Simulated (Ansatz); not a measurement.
NbN at several levels of theory

One geometry, relaxed with PBE, and single points on it; plane waves with PAW potentials in Ansatz, scalar-relativistic unless the row names spin-orbit coupling. No spin polarisation. Meshes are on the primitive cell of 2 atoms. Gaps are the least over mesh and band path; pressure is positive in compression. Smearing is Gaussian, 0.10 eV.

```
Nb N
1.0
     0.00000    2.21077    2.21077
     2.21077    0.00000    2.21077
     2.21077    2.21077    0.00000
Nb N
1 1
Direct
  0.50000 0.50000 0.50000
  0.00000 0.00000 0.00000
```

| level | cutoff (eV) | k mesh | gap (eV) | pressure (GPa) | rough cost with bands (core-min) |
| --- | --- | --- | --- | --- | --- |
| PBE | 420 | 16×16×16 | 0 | 0.0 | 0.29 |
| r2SCAN | 500 | 16×16×16 | 0 | -2.2 | 0.4 |
| PBE with spin-orbit coupling | 420 | 16×16×16 | 0 | 0.0 | 0.5 |
| LDA | 420 | 16×16×16 | 0 | -14.3 | 0.29 |